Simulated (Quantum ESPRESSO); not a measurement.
A calculation with Quantum ESPRESSO 7.5 of Fe (native input, structure typed inline):

File pw.in:

```
&CONTROL
  calculation = 'scf'
  prefix = 'pwscf'
  outdir = './tmp'
  pseudo_dir = './pseudo'
  tprnfor = .true.
  tstress = .true.
  disk_io = 'low'
/
&SYSTEM
  ibrav = 0
  nat = 1
  ntyp = 1
  ecutwfc = 56
  ecutrho = 448
  nbnd = 17
  occupations = 'smearing'
  smearing = 'fd'
  degauss = 0.00367493
  nspin = 2
  starting_magnetization(1) = 0.1875
/
&ELECTRONS
  conv_thr = 2d-10
  electron_maxstep = 120
  mixing_beta = 0.3
/
ATOMIC_SPECIES
Fe    55.8450 fe_pbesol_v1.5.uspp.F.UPF
CELL_PARAMETERS angstrom
  -1.4430000000    1.4430000000    1.4430000000
   1.4430000000   -1.4430000000    1.4430000000
   1.4430000000    1.4430000000   -1.4430000000
ATOMIC_POSITIONS crystal
Fe     0.0000000000    0.0000000000    0.0000000000
K_POINTS automatic
13 13 13 0 0 0
```

The input pp_density.in:

```
&INPUTPP
  prefix = 'pwscf'
  outdir = './tmp'
  filplot = 'density.dat'
  plot_num = 0
/
&PLOT
  nfile = 1
  filepp(1) = 'density.dat'
  iflag = 3
  output_format = 6
  fileout = 'density.cube'
/
```

pp_potential.in

```
&INPUTPP
  prefix = 'pwscf'
  outdir = './tmp'
  filplot = 'potential.dat'
  plot_num = 11
/
&PLOT
  nfile = 1
  filepp(1) = 'potential.dat'
  iflag = 3
  output_format = 6
  fileout = 'potential.cube'
/
```

Contents of pp_spin.in:

```
&INPUTPP
  prefix = 'pwscf'
  outdir = './tmp'
  filplot = 'spin.dat'
  plot_num = 6
/
&PLOT
  nfile = 1
  filepp(1) = 'spin.dat'
  iflag = 3
  output_format = 6
  fileout = 'spin.cube'
/
```

Potentials or basis: GBRV 1.5 PBEsol.

Run with:

```bash
$ OMP_NUM_THREADS=1 mpirun -n 2 pw.x -nk 2 -in pw.in > pw.out
$ OMP_NUM_THREADS=1 mpirun -n 1 pp.x -in pp_density.in > pp_density.out
$ OMP_NUM_THREADS=1 mpirun -n 1 pp.x -in pp_potential.in > pp_potential.out
$ OMP_NUM_THREADS=1 mpirun -n 1 pp.x -in pp_spin.in > pp_spin.out
```

Q: Write the same calculation in another form: ASE script, structure from a CIF.

A: As run:

Contents of run.py:

```python
import numpy as np
from ase.calculators.espresso import Espresso, EspressoProfile
import spglib
from ase import Atoms
from ase.io import read

atoms = read('Fe.cif')
cell, pos, num = spglib.standardize_cell((atoms.cell[:], atoms.get_scaled_positions(), atoms.numbers), to_primitive=True, symprec=1e-4)
atoms = Atoms(numbers=num, cell=cell, scaled_positions=pos, pbc=True)
start = {'Fe': 3.0}
atoms.set_initial_magnetic_moments([start[e] for e in atoms.get_chemical_symbols()])

input_data = {
    'control': {'calculation': 'scf', 'prefix': 'pwscf', 'outdir': './tmp', 'tprnfor': True, 'tstress': True, 'disk_io': 'nowf'},
    'system': {'ecutwfc': 56.0, 'ecutrho': 448.0, 'nbnd': 17, 'occupations': 'smearing', 'smearing': 'fd', 'degauss': 0.00367493, 'nspin': 2},
    'electrons': {'conv_thr': 2e-10, 'electron_maxstep': 120, 'mixing_beta': 0.3},
}
pseudopotentials = {'Fe': 'fe_pbesol_v1.5.uspp.F.UPF'}
profile = EspressoProfile(command='mpirun -n 2 pw.x -nk 2', pseudo_dir='pseudo')
dft = Espresso(profile=profile, input_data=input_data, pseudopotentials=pseudopotentials, kpts=(13, 13, 13), koffset=(0, 0, 0))
atoms.calc = dft

print(f'energy {atoms.get_potential_energy():.8f} eV')
print('forces (eV/A)')
print(np.round(atoms.get_forces(), 6))
print('stress (eV/A^3, Voigt)')
print(np.round(atoms.get_stress(), 8))
print(f'Fermi level {dft.get_fermi_level():.4f} eV')
```

Fe.cif

```cif
data_Fe
_cell_length_a 2.88600000
_cell_length_b 2.88600000
_cell_length_c 2.88600000
_cell_angle_alpha 90.00000000
_cell_angle_beta 90.00000000
_cell_angle_gamma 90.00000000
_space_group_name_H-M_alt 'Im-3m'
_space_group_name_Hall '-I 4 2 3'
_space_group_IT_number 229
loop_
_space_group_symop_operation_xyz
'x,y,z'
'-x,-y,-z'
'-y,x,z'
'y,-x,-z'
'-x,-y,z'
'x,y,-z'
'y,-x,z'
'-y,x,-z'
'x,-y,-z'
'-x,y,z'
'-y,-x,-z'
'y,x,z'
'-x,y,-z'
'x,-y,z'
'y,x,-z'
'-y,-x,z'
'z,x,y'
'-z,-x,-y'
'z,-y,x'
'-z,y,-x'
'z,-x,-y'
'-z,x,y'
'z,y,-x'
'-z,-y,x'
'-z,x,-y'
'z,-x,y'
'-z,-y,-x'
'z,y,x'
'-z,-x,y'
'z,x,-y'
'-z,y,x'
'z,-y,-x'
'y,z,x'
'-y,-z,-x'
'x,z,-y'
'-x,-z,y'
'-y,z,-x'
'y,-z,x'
'-x,z,y'
'x,-z,-y'
'-y,-z,x'
'y,z,-x'
'-x,-z,-y'
'x,z,y'
'y,-z,-x'
'-y,z,x'
'x,-z,y'
'-x,z,-y'
'x+1/2,y+1/2,z+1/2'
'-x+1/2,-y+1/2,-z+1/2'
'-y+1/2,x+1/2,z+1/2'
'y+1/2,-x+1/2,-z+1/2'
'-x+1/2,-y+1/2,z+1/2'
'x+1/2,y+1/2,-z+1/2'
'y+1/2,-x+1/2,z+1/2'
'-y+1/2,x+1/2,-z+1/2'
'x+1/2,-y+1/2,-z+1/2'
'-x+1/2,y+1/2,z+1/2'
'-y+1/2,-x+1/2,-z+1/2'
'y+1/2,x+1/2,z+1/2'
'-x+1/2,y+1/2,-z+1/2'
'x+1/2,-y+1/2,z+1/2'
'y+1/2,x+1/2,-z+1/2'
'-y+1/2,-x+1/2,z+1/2'
'z+1/2,x+1/2,y+1/2'
'-z+1/2,-x+1/2,-y+1/2'
'z+1/2,-y+1/2,x+1/2'
'-z+1/2,y+1/2,-x+1/2'
'z+1/2,-x+1/2,-y+1/2'
'-z+1/2,x+1/2,y+1/2'
'z+1/2,y+1/2,-x+1/2'
'-z+1/2,-y+1/2,x+1/2'
'-z+1/2,x+1/2,-y+1/2'
'z+1/2,-x+1/2,y+1/2'
'-z+1/2,-y+1/2,-x+1/2'
'z+1/2,y+1/2,x+1/2'
'-z+1/2,-x+1/2,y+1/2'
'z+1/2,x+1/2,-y+1/2'
'-z+1/2,y+1/2,x+1/2'
'z+1/2,-y+1/2,-x+1/2'
'y+1/2,z+1/2,x+1/2'
'-y+1/2,-z+1/2,-x+1/2'
'x+1/2,z+1/2,-y+1/2'
'-x+1/2,-z+1/2,y+1/2'
'-y+1/2,z+1/2,-x+1/2'
'y+1/2,-z+1/2,x+1/2'
'-x+1/2,z+1/2,y+1/2'
'x+1/2,-z+1/2,-y+1/2'
'-y+1/2,-z+1/2,x+1/2'
'y+1/2,z+1/2,-x+1/2'
'-x+1/2,-z+1/2,-y+1/2'
'x+1/2,z+1/2,y+1/2'
'y+1/2,-z+1/2,-x+1/2'
'-y+1/2,z+1/2,x+1/2'
'x+1/2,-z+1/2,y+1/2'
'-x+1/2,z+1/2,-y+1/2'
loop_
_atom_site_label
_atom_site_type_symbol
_atom_site_symmetry_multiplicity
_atom_site_Wyckoff_symbol
_atom_site_fract_x
_atom_site_fract_y
_atom_site_fract_z
_atom_site_occupancy
Fe1 Fe 2 a 0.0000000000 0.0000000000 0.0000000000 1
```

Potentials or basis: GBRV 1.5 PBEsol.

The run is started by

```sh
$ OMP_NUM_THREADS=1 python run.py
```

Both were run:

|  | native input, structure typed inline | ASE script, structure from a CIF |
| --- | --- | --- |
| Pressure | -15.6 GPa | -15.6 GPa |
| Band gap on the k mesh | none (metal or under the smearing width) | none (metal or under the smearing width) |
| Net moment | 2.38 μB per cell | 2.38 μB per cell |
| Absolute moment | 2.50 μB per cell | 2.50 μB per cell |
| Site moments | Fe +2.43 μB | Fe +2.43 μB |
| Valence electrons inside the program's atomic spheres | Fe 14.43 | Fe 14.43 |

Keys that steer only the numerical path or the files written may differ.

Caveat: so large a pressure means that the cell lies far from this level's equilibrium, or that cutoff or potentials fall short.
